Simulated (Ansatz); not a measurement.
# Rb (Im-3m) in Ansatz: settings compared

Aim: see how the results for Rb move with the level of theory and the settings. Levels: PBE+D3(BJ), RPBE+D3(BJ), LDA, PBE0+D3(BJ)-ATM. Tasks: electrostatic potential, relaxation of cell and atoms, atomic charges, single point.

Program: Ansatz 0.2.0. These are calculated values, not measurements. Logs are shortened: lines on timing, memory, paths and dates and some standing lists are left out, and cuts for length are marked.

## Step 1: The crystal as given

It takes space group Im-3m (No. 229, cubic). Conventional cell: a = 5.605 Å, b = 5.605 Å, c = 5.605 Å, α = 90.00°, β = 90.00°, γ = 90.00°.

## Step 2: Electrostatic potential, PBE+D3(BJ), spin-orbit coupling, no magnetisation (volume scaled by 0.88)

input.yaml

```yaml
crystal:
  lattice:
    - [-2.6855908299, 2.6855908299, 2.6855908299]
    - [2.6855908299, -2.6855908299, 2.6855908299]
    - [2.6855908299, 2.6855908299, -2.6855908299]
  atoms:
    - { symbol: Rb, position: [0.0, 0.0, 0.0] }
hamiltonian:
  xc: pbe
  pseudopotentials: { kind: paw_fr }
  dispersion: d3bj
magnetization:
  noncollinear: true
  spin_orbit: true
kpoints:
  mp_grid: { grid: [7, 7, 7] }
scf:
  occupations: { method: fermi_dirac, width: 0.05 }
output:
  forces: true
  stress: true
  eigenvalues: true
  write_density: true
  write_potential: true
  elf: true
  volumetric_format: npy
```

Potentials or basis: Ansatz PAW.

Run with:

```console
ansatz run input.yaml --threads 1 --pin off --max-ram 2560MiB --backend cpu --events-out ev --progress --plain --runs-dir out
```

Standard output:

```text
Warning: RAYON_NUM_THREADS=1 ignored (pool sized by the plan → 1); use --threads N
Engine: ansatz 0.2.0, x86_64-unknown-linux-gnu
Pseudopotentials: kind: paw_fr
Pseudopotential: Rb, paw_fr, valence charge 9, recommended cutoff 420 eV (normal), Rb.paw.azcp#standard-fr
Functional definition: PBE
  parameter kappa = 0.804
  parameter beta = 0.06672455060314922
  exchange = pbe_x(kappa = kappa, mu = beta*pi^2/3)
  correlation = pbe_c(beta = beta)
non-collinear run that drives no moment, with spin-orbit: no starting moment large enough to seed its density (crystal.atoms[].spin), no starting occupations that ask for one, no magnetisation constraint and no magnetic field, so the semilocal B_xc is pinned to zero
Crystal: 1 atoms, lattice volume = 77.478 Å³
Basis set: ecut = 420 eV, 1505 PW (Γ), exchange–correlation on 64×64×64 points (8 copies of the dense FFT grid, shifted against one another)
Bands: 18, of which v1, the nominal top of the filled ones, is band 9 counted from 1 (8 counted from 0)
Symmetry: 48 space group operations + 48 with time reversal
Magnetic group: BNS 229.141 (UNI 1643), of the structure as read, at distance tolerance 4.3e-5 Å
k-points: 20 of 343
Projection manifold: j_resolved (fully-relativistic pseudo-atomic orbitals)
Non-local potential: Rb, projectors of the file, l = 0: 3, l = 1: 4, l = 2: 4
PAW form: soft (Blöchl's): semilocal exchange-correlation on the pseudo side does not see the compensation charge
PAW one-centre angular grid: Rb, 110 points (default); XC on 64 Gauss nodes
Initial density: superposition of atomic densities (chi_scale 0.1, normalization cell)
Initial wavefunctions: pseudopotential atomic-orbital guess
Functional: x = pbe(κ = 0.804, μ = 0.2195149727645171), c = pbe(β = 0.06672455060314922)
SCF iter   1: F=—  HF=-3267.968626 eV  |F-HF|=—  |Δ(HF+E_count)|=         —  Δρ=3.15e-3  dr2=2.18e-2  dr2_m=0.00e0 (ungated)  ethr=3.10e-3  |M|=0.00e0 ∫|m|=0.00e0 μB  |m|>n=0.0e0 m-floor=0.0e0 τ_xc=0.0e0  β_m=0.30  ⟨swp⟩=7.7  Hψ=1147  notcnv=0
preconditioner: auto → none  [insulator: Δε(μ)=0.150 eV  Ē_g=3.788 eV  σ=0.050 eV  W_gap=0.60  n_scr=12 (ndim 8)  ℏωp=4.2 eV  f_vac=0.000  D(μ)=0.95/eV (n_scr^D=0)  ε∞_Penn≈2.2]
SCF iter   2: F=—  HF=-3267.965612 eV  |F-HF|=—  |Δ(HF+E_count)|=   3.01e-3  Δρ=1.65e-3  dr2=6.87e-3  dr2_m=0.00e0 (ungated)  ethr=2.42e-4  |M|=0.00e0 ∫|m|=0.00e0 μB  |m|>n=0.0e0 m-floor=0.0e0 τ_xc=0.0e0  β_m=0.48  ⟨swp⟩=2.0  Hψ=305  notcnv=0  defer=44
SCF iter   3: F=—  HF=-3267.964844 eV  |F-HF|=—  |Δ(HF+E_count)|=   7.68e-4  Δρ=6.98e-4  dr2=4.18e-4  dr2_m=0.00e0 (ungated)  ethr=7.63e-5  |M|=0.00e0 ∫|m|=0.00e0 μB  |m|>n=0.0e0 m-floor=0.0e0 τ_xc=0.0e0  β_m=0.74  ⟨swp⟩=2.5  Hψ=300  notcnv=0  defer=46
SCF iter   4: F=—  HF=-3267.965000 eV  |F-HF|=—  |Δ(HF+E_count)|=   1.56e-4  Δρ=3.58e-4  dr2=8.45e-5  dr2_m=0.00e0 (ungated)  ethr=4.64e-6  |M|=0.00e0 ∫|m|=0.00e0 μB  |m|>n=0.0e0 m-floor=0.0e0 τ_xc=0.0e0  β_m=0.68  ⟨swp⟩=2.5  Hψ=247  notcnv=0  defer=46
SCF iter   5: F=—  HF=-3267.965028 eV  |F-HF|=—  |Δ(HF+E_count)|=   2.84e-5  Δρ=8.07e-5  dr2=4.00e-6  dr2_m=0.00e0 (ungated)  ethr=9.39e-7  |M|=0.00e0 ∫|m|=0.00e0 μB  |m|>n=0.0e0 m-floor=0.0e0 τ_xc=0.0e0  β_m=0.84  ⟨swp⟩=2.0  Hψ=244  notcnv=0  defer=46
SCF iter   6: F=-3267.965028 eV  HF=-3267.965028 eV  |F-HF|=8.56e-9  |Δ(HF+E_count)|=   5.61e-7  Δρ=8.58e-6  dr2=4.60e-8  dr2_m=0.00e0 (ungated)  ethr=1.11e-9  |M|=0.00e0 ∫|m|=0.00e0 μB  |m|>n=0.0e0 m-floor=0.0e0 τ_xc=0.0e0  ⟨swp⟩=12.4  Hψ=1340  notcnv=0
SCF 1 converged in 6 iterations: F = -3267.965028 eV  dr2 = 4.60e-8
SCF converged after 6 iterations
Magnetization: |M| = 0.0000 μB,  M = (+0.0000, +0.0000, +0.0000) μB
Absolute magnetization: 0.0000 μB (∫|m|)
  site 0: m = (+0.0000, +0.0000, +0.0000) μB, |m| = 0.0000 μB  (R = 1.92 Å)
Free energy (F): -3267.965028 eV
Harris-Foulkes:  -3267.965028 eV  (|F-HF|=8.56e-9)
Internal energy: -3267.957370 eV  (E = F + TS)
E sigma→0 (E₀):  -3267.961199 eV
Entropy (-TS):   -0.007658 eV (-7.658 meV/atom)
Fermi energy:    2.670011 eV
--- Per-component energies (eV) ---
  E_band       = -111.956645
  E_kinetic    = 191.118908
  E_local      = -674.812221  (includes V_loc(G=0)·N_el)
  E_nonlocal   = 173.799645
  E_hartree    = 185.229216
  E_xc         = -129.475715
  E_vxc        = -135.458622  (∫ρ·V_xc dr)
  E_paw        = -2618.562011  (= ΣΔE_a)
  E_vpaw       = -37.064374  (= ΣTr[D̂ρ^β])
  E_aug_tail   = -0.000001  (compensation charges beyond the density's cutoff)
  E_ewald      = -395.136272
  E_disp       = -0.118921  (pairwise vdW)
  E_smearing   = -0.007658  (= −TS)
  E_closure    = 0.000000  (closes the sum)
  Σ components = -3267.965028   (vs F -3267.965028, Δ=0.00e0)
--- Forces (eV/Å), atoms counted from 1 ---
  atom   1  Rb    -0.00000000     0.00000000     0.00000000
  max |Σ_I F_I| component: 1.87e-30 eV/Å
--- Stress (GPa, compression-positive) ---
        0.364758      -0.000000       0.000000
       -0.000000       0.364758      -0.000000
       -0.000000      -0.000000       0.364758
  P = ⅓ Tr σ = 0.3648 GPa (3.648 kbar)
--- Band table (eV; the first three rows and the last of 20) ---
  k-point 0: bands = ["-26.1512", "-26.1512", "-10.7808", "-10.7808", "-9.8938", "-9.8938", "-9.8938", "-9.8938", "0.4825", "0.4825", "6.4898", "6.4898", "6.4898", "6.4898", "6.5077", "6.5077", "7.5462", "7.5462"]
  k-point 1: bands = ["-26.1495", "-26.1495", "-10.7934", "-10.7934", "-9.9189", "-9.9189", "-9.8988", "-9.8988", "0.7594", "0.7594", "6.0402", "6.0402", "6.1618", "6.1618", "6.7638", "6.7638", "7.2489", "7.2489"]
  k-point 2: bands = ["-26.1456", "-26.1456", "-10.8224", "-10.8224", "-9.9728", "-9.9728", "-9.9095", "-9.9095", "1.5223", "1.5223", "4.9340", "4.9340", "5.6335", "5.6335", "7.4145", "7.4145", "7.5015", "7.5015"]
  k-point 19: bands = ["-26.1358", "-26.1358", "-10.8793", "-10.8793", "-10.0145", "-10.0145", "-10.0104", "-10.0104", "3.6899", "3.6899", "3.9014", "3.9014", "6.1096", "6.1096", "6.2376", "6.2376", "6.3018", "6.3018"]
```

It took 2.4 s on 1 thread of AMD EPYC 9R45 (Zen 5), shared host; peak memory 0.42 GiB.

What came out:

* Free energy: -3267.9650 eV
* Pressure: 0.4 GPa
* Band gap on the k mesh: none (metal or under the smearing width)

Caveat: pairwise dispersion overbinds metals, which lowers pressure and volume.

## Step 3: Relaxation of cell and atoms, RPBE+D3(BJ), non-collinear spin, ferromagnetic start, spin-orbit coupling

input.yaml

```yaml
crystal:
  lattice:
    - [-2.8025, 2.8025, 2.8025]
    - [2.8025, -2.8025, 2.8025]
    - [2.8025, 2.8025, -2.8025]
  atoms:
    - { symbol: Rb, spin: 0.501, spin_axis: [0.354, 0.354, 0.0], position_ang: [0.0, 0.0, 0.0] }
hamiltonian:
  xc: rpbe
  pseudopotentials: { kind: paw_fr }
  dispersion: d3bj
magnetization:
  noncollinear: true
  spin_orbit: true
kpoints:
  mp_grid: { grid: [7, 7, 7] }
scf:
  occupations: { method: gaussian, width: 0.05 }
  mixing: { preconditioner: resta }
output:
  forces: true
  stress: true
relax:
  f_tol: 0.01
  max_steps: 40
  cell: { stress_tol: 0.05 }
accuracy: low
```

Potentials or basis: Ansatz PAW.

Run with:

```console
ansatz run input.yaml --threads 1 --pin off --max-ram 2560MiB --backend cpu --events-out ev --progress --plain --runs-dir out
```

It took 85 s on 1 thread of AMD EPYC 9R45 (Zen 5), shared host; peak memory 0.65 GiB.

The run converged, but some of its settings lie outside the range that counts as converged (typed here: scf.mixing.preconditioner = resta; accuracy = low), so its numbers aren't taken as properties of the crystal.

Results:

| Property | Result |
| --- | --- |
| Free energy | -3275.4525 eV |
| Relaxed volume | 36.39 Å³/atom |
| Relaxed cell | a = 3.616 Å, b = 3.616 Å, c = 3.616 Å, α = 109.47°, β = 109.47°, γ = 109.47° |
| Space group after relaxing (to 0.05 Å) | Im-3m (No. 229) |
| Energy gained by relaxing | 429.6 meV/atom |
| Ionic steps | 10 |
| Pressure after relaxing | 0.0 GPa |
| Net moment | 0.21 μB per cell |
| Absolute moment | 0.21 μB per cell |

Caveat: the volume moved by over 15 % at a fixed basis, so the end points are rough; the plane-wave basis is chosen anew once the cell has moved, so the energies of steps on either side of that aren't comparable; the PAW data sets come from PBE, with cores solved anew for the run's functional, which leaves a small shift of forces and pressure; the starting moments weren't kept.

## Step 4: Atomic charges, LDA, non-collinear spin, ferromagnetic start, spin-orbit coupling

input.yaml

```yaml
crystal:
  lattice:
    - [-2.8025, 2.8025, 2.8025]
    - [2.8025, -2.8025, 2.8025]
    - [2.8025, 2.8025, -2.8025]
  atoms:
    - { symbol: Rb, position: [0.0, 0.0, 0.0], spin: 0.5, spin_axis: [0.0, 0.0, 0.5] }
hamiltonian:
  xc: lda
  pseudopotentials: { kind: paw_fr }
magnetization:
  noncollinear: true
  spin_orbit: true
kpoints:
  mp_grid: { grid: [7, 7, 7] }
scf:
  occupations: { method: fermi_dirac, width: 0.1 }
output:
  forces: true
  stress: true
  eigenvalues: true
  bader: true
  populations: intrinsic
```

Potentials or basis: Ansatz PAW.

Run with:

```console
ansatz run input.yaml --threads 1 --pin off --max-ram 2560MiB --backend cpu --events-out ev --progress --plain --runs-dir out
```

Standard output:

```text
Warning: output.stress: scf.convergence.dr2_threshold = 1e-7 eV (the SCF's general default) is looser than the 1e-10 eV advised for a printed stress (1e-10 eV for each atom of the cell: 1). What an SCF threshold leaves in a stress goes as its square root, and in the free energy as the threshold itself, and one threshold admits the most on a small cell: of the crystals measured, under no hybrid functional and no lock of the moments, on runs that ended without the residual-converged pass, on stresses that held no estimate of that error, the worst erred by over 100 MPa in a component at 1e-7 eV an atom and by under 5 at 1e-10. Set scf.convergence.dr2_threshold to 1e-10 eV or tighter. The threshold is an SCF's pass mark: one that does not reach it within its budget of iterations ends unconverged, or closes short of it on a stop that the run arms, and scf.convergence.dr2_threshold's page says what that costs each kind of run
Warning: RAYON_NUM_THREADS=1 ignored (pool sized by the plan → 1); use --threads N
[... 3 set-up lines as earlier in the session ...]
Functional definition: SPW92
  exchange = slater_x
  correlation = pw_c
Crystal: 1 atoms, lattice volume = 88.043 Å³
Basis set: ecut = 420 eV, 1721 PW (Γ)
Bands: 18, of which v1, the nominal top of the filled ones, is band 9 counted from 1 (8 counted from 0)
Symmetry: 8 space group operations + 8 with time reversal
Magnetic group: BNS 139.537 (UNI 1197), of the structure as read, at distance tolerance 4.4e-5 Å
k-points: 40 of 343 (time reversal used)
Projection manifold: j_resolved (fully-relativistic pseudo-atomic orbitals)
[... 2 set-up lines as earlier in the session ...]
[... 42 lines left out ...]
  E_xc         = -127.335240
  E_vxc        = -134.130527  (∫ρ·V_xc dr)
  E_paw        = -2524.142413  (= ΣΔE_a)
  E_vpaw       = -39.978191  (= ΣTr[D̂ρ^β])
  E_aug_tail   = -0.000002  (compensation charges beyond the density's cutoff)
  E_ewald      = -378.652756
  E_core_change = 0.271959  (= ΣΔE_core)
  E_smearing   = -0.028437  (= −TS)
  E_closure    = 0.000000  (closes the sum)
  Σ components = -3171.255371   (vs F -3171.255371, Δ=0.00e0)
--- Forces (eV/Å), atoms counted from 1 ---
  atom   1  Rb    -0.00000000     0.00000000     0.00000000
  max |Σ_I F_I| component: 6.62e-24 eV/Å
--- Stress (GPa, compression-positive) ---
       -0.355845       0.000000       0.000000
        0.000000      -0.355845       0.000000
       -0.000000       0.000000      -0.355845
  P = ⅓ Tr σ = -0.3558 GPa (-3.558 kbar)
--- Band table (eV; the first three rows and the last of 40) ---
  k-point 0: bands = ["-26.9843", "-26.9843", "-11.6352", "-11.6352", "-10.7317", "-10.7317", "-10.7317", "-10.7317", "-0.1691", "-0.1691", "5.4725", "5.4725", "5.4725", "5.4725", "5.4889", "5.4889", "6.4743", "6.4743"]
  k-point 1: bands = ["-26.9834", "-26.9834", "-11.6434", "-11.6434", "-10.7485", "-10.7485", "-10.7350", "-10.7350", "0.0788", "0.0788", "5.0840", "5.0840", "5.1897", "5.1897", "5.7084", "5.7084", "6.2017", "6.2017"]
  k-point 2: bands = ["-26.9813", "-26.9813", "-11.6622", "-11.6622", "-10.7850", "-10.7850", "-10.7424", "-10.7424", "0.7725", "0.7725", "4.0648", "4.0648", "4.7232", "4.7232", "6.3040", "6.3040", "6.3749", "6.3749"]
  k-point 39: bands = ["-26.9757", "-26.9757", "-11.7015", "-11.7015", "-10.8143", "-10.8143", "-10.8117", "-10.8117", "2.9667", "2.9667", "3.2124", "3.2124", "4.9322", "4.9322", "5.0829", "5.0829", "5.1549", "5.1549"]
--- intrinsic populations: 1 site ---
  site symbol       q [e]
     0     Rb      9.0000
  spilling = 0.000002 (of n_electrons = 9.000000)
--- Bader charges: 1 site ---
  site symbol  charge [e]  shift [e]  m_x [muB]  m_y [muB]  m_z [muB]
     0     Rb      0.0000     0.0000     0.0000     0.0000     0.0000
  estimated error of the sums over rays = 2.1e-7 e
```

populations.tsv:

```text
# site	symbol	l	j	q
# orbitals = intrinsic
# n_electrons = 9.000000
# spilling = 0.000002
# projection_atom_Rb: [Ar 3d10] 4s2 4p6 5s1
0	Rb	0_4S	0.5	1.993591
0	Rb	0_5S	0.5	1.009179
0	Rb	1_4P	0.5	1.999156
0	Rb	1_4P	1.5	3.998052
```

Run time: 14 s. Hardware: 1 thread of AMD EPYC 9R45 (Zen 5), shared host; peak memory 0.5 GiB.

Results:

| Quantity | Value |
| --- | --- |
| Free energy | -3171.2554 eV |
| Pressure | -0.4 GPa |
| Band gap on the k mesh | none (metal or under the smearing width) |
| Net moment | 0.00 μB per cell |
| Absolute moment | 0.00 μB per cell |

Levels at points of the mesh, in eV from the Fermi level:
```csv
k point,band 8,band 9,band 10,band 11,band 12,band 13
"(0.00, 0.00, 0.00)",-12.58,-2.02,-2.02,3.62,3.62,3.62
```

Moments on the atoms (μB; x, y, z):
```
Rb  0.00 0.00 0.00
```

Caveat: the PAW data sets come from PBE, with cores solved anew for the run's functional, which leaves a small shift of forces and pressure; the starting moments weren't kept; the thresholds are loose for stress.

## Step 5: Single point, PBE0+D3(BJ)-ATM, collinear spin, ferromagnetic start

input.yaml

```yaml
crystal:
  lattice:
    - [-2.8025, 2.8025, 2.8025]
    - [2.8025, -2.8025, 2.8025]
    - [2.8025, 2.8025, -2.8025]
  atoms:
    - { symbol: Rb, position: [0.0, 0.0, 0.0], spin: 0.5 }
hamiltonian:
  xc: pbe0
  pseudopotentials: { kind: nc, accuracy: stringent, xc_functional: pbesol }
  dispersion: d3bjatm
magnetization:
  spin_polarized: true
kpoints:
  mp_grid: { grid: [4, 4, 4] }
scf:
  occupations: { method: fermi_dirac, width: 0.01 }
output:
  forces: true
  stress: true
  eigenvalues: true
  write_density: true
  write_potential: true
  elf: true
  volumetric_format: npy
```

Potentials or basis: PseudoDojo stringent (PBEsol files).

Run with:

```console
ansatz run input.yaml --threads 1 --pin off --max-ram 2560MiB --backend cpu --events-out ev --progress --plain --runs-dir out
```

Wall time 30 s (1 thread of AMD EPYC 9R45 (Zen 5), shared host); peak memory 0.51 GiB.

Results (log left out):

- Free energy: -716.9964 eV
- Pressure: 0.0 GPa
- Band gap on the k mesh: none (metal or under the smearing width)
- Net moment: 0.41 μB per cell
- Absolute moment: 0.41 μB per cell
- Site moments: Rb +0.17 μB

Levels at points of the mesh, in eV from the Fermi level:
Spin up:
```csv
k point,band 2,band 3,band 4,band 5,band 6,band 7
"(0.00, 0.00, 0.00)",-14.84,-14.84,-14.84,-3.24,4.27,4.27
"(0.00, 0.00, -0.50)",-14.96,-14.88,-14.84,0.01,0.59,3.00
"(-0.50, -0.50, -0.50)",-14.92,-14.92,-14.92,1.45,1.45,3.57
```
Spin down:
| k point | band 1 | band 2 | band 3 | band 4 | band 5 | band 6 | band 7 | band 8 | band 9 |
| --- | --- | --- | --- | --- | --- | --- | --- | --- | --- |
| (0.00, 0.00, 0.00) | -31.85 | -14.81 | -14.81 | -14.81 | -2.65 | 4.42 | 4.42 | 4.42 | 5.41 |
| (0.00, 0.00, -0.50) | -31.85 | -14.91 | -14.84 | -14.80 | 0.73 | 1.31 | 3.26 | 5.05 | 5.95 |
| (-0.50, -0.50, -0.50) | -31.84 | -14.88 | -14.88 | -14.88 | 1.85 | 1.85 | 3.98 | 3.98 | 3.98 |

Caveat: the k mesh is coarse (spacing up to 0.40 Å⁻¹), so the values aren't converged, least of all with exact exchange; the potentials were made for another functional, which shifts forces and pressure; pairwise dispersion overbinds metals, which lowers pressure and volume; the thresholds are loose for stress.

## Step 6: Overview

| task | level | potentials or basis | spin | cell | k mesh | cutoff (eV) | smearing | mesh quality | gap on the mesh (eV) | pressure (GPa) | moment (μB) |
| --- | --- | --- | --- | --- | --- | --- | --- | --- | --- | --- | --- |
| electrostatic potential | PBE+D3(BJ) | Ansatz PAW | SOC, no magnetisation | volume scaled by 0.88 | 7 × 7 × 7 | 420 | fermi-dirac 0.05 eV | not flagged | none | 0.4 | - |
| atomic charges | LDA | Ansatz PAW | non-collinear, ferromagnetic start, SOC | as given | 7 × 7 × 7 | 420 | fermi-dirac 0.1 eV | not flagged | none | -0.4 | 0.00 |
| single point | PBE0+D3(BJ)-ATM | PseudoDojo stringent (PBEsol files) | collinear, ferromagnetic start | as given | 4 × 4 × 4 | 626 | fermi-dirac 0.01 eV | coarse | none | 0.0 | 0.41 |

Caveats: some runs use coarse meshes; pairwise dispersion overbinds metals, which lowers pressure and volume (some runs); the thresholds are loose for stress (some runs); the PAW data sets come from PBE, with cores solved anew for the run's functional, which leaves a small shift of forces and pressure (some runs); the starting moments weren't kept (some runs); the potentials were made for another functional, which shifts forces and pressure (some runs).

Absolute energies hang on the potentials; compare differences alone.
